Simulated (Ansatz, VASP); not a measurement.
**Two plane-wave programs on SiO2**

Contents of INCAR:

```
PREC     = Accurate       # precision mode
ENCUT    = 520            # plane-wave cutoff, eV
EDIFF    = 1E-6           # SCF threshold, eV
ISMEAR   = 0              # smearing method
SIGMA    = 0.1            # smearing width, eV
LREAL    = F              # projectors in reciprocal space
LASPH    = T              # aspherical terms in the spheres
NELM     = 100            # most SCF steps
ALGO     = Normal         # electronic algorithm
ISIF     = 2              # what is computed and relaxed
LWAVE    = F              # write WAVECAR
LCHARG   = F              # write CHGCAR
NBANDS   = 25             # bands
```

KPOINTS

```
Automatic mesh
0
Gamma
  6 6 6
```

The input POSCAR:

```
SiO2
1.0
   -2.3740500000      2.3740500000      3.7440000000
    2.3740500000     -2.3740500000      3.7440000000
    2.3740500000      2.3740500000     -3.7440000000
Si O
2 4
Direct
    0.0000000000      0.0000000000      0.0000000000
    0.7500000000      0.2500000000      0.5000000000
    0.9983800000      0.6250000000      0.8733800000
    0.3750000000      0.2483800000      0.3733800000
    0.7516200000      0.1250000000      0.1266200000
    0.8750000000      0.0016200000      0.6266200000
```

Input for Ansatz:

```yaml
crystal:
  lattice:
    - [-2.37405, 2.37405, 3.744]
    - [2.37405, -2.37405, 3.744]
    - [2.37405, 2.37405, -3.744]
  atoms:
    - { symbol: Si, position: [0.0, 0.0, 0.0] }
    - { symbol: Si, position: [0.75, 0.25, 0.5] }
    - { symbol: O, position: [0.99838, 0.625, 0.87338] }
    - { symbol: O, position: [0.375, 0.24838, 0.37338] }
    - { symbol: O, position: [0.75162, 0.125, 0.12662] }
    - { symbol: O, position: [0.875, 0.00162, 0.62662] }
basis:
  ecutwfc: 420
kpoints:
  mp_grid: { grid: [6, 6, 6] }
hamiltonian:
  xc: lda
scf:
  occupations: { method: gaussian, width: 0.1 }
output:
  forces: true
  stress: true
  eigenvalues: true
```

Alike in both runs: task single point; functional LDA; k mesh 6 × 6 × 6; occupations gaussian, width 0.1 eV; no spin polarisation.

|  | VASP | Ansatz |
| --- | --- | --- |
| version | VASP 6.6.1 | Ansatz 0.2.0 |
| potentials or method | VASP PAW LDA potentials, release 64 (Si, O) | scalar-relativistic, plane waves, PAW |
| plane-wave cutoff (eV) | 520 | 420 |
| valence electrons in the cell | 32 | 32 |

|  | VASP | Ansatz | Ansatz less VASP |
| --- | --- | --- | --- |
| gap on the k mesh at the Fermi level (eV) | 5.82 | 5.82 | +0.001 |
| least direct gap on the mesh (eV) | 5.82 | 5.82 | +0.001 |
| pressure (GPa) | -2.3 | -2.9 | -0.59 |
| largest component of the traceless stress (GPa) | 1.28 | 1.35 | +0.070 |
| rms of the force components (eV/Å) | 0.119 | 0.136 | +0.0168 |

Atom by atom the forces differ by 0.017 eV/Å (rms over components).

A k mesh can miss the band edges. As with any semilocal functional, this LDA gap is likely too small.
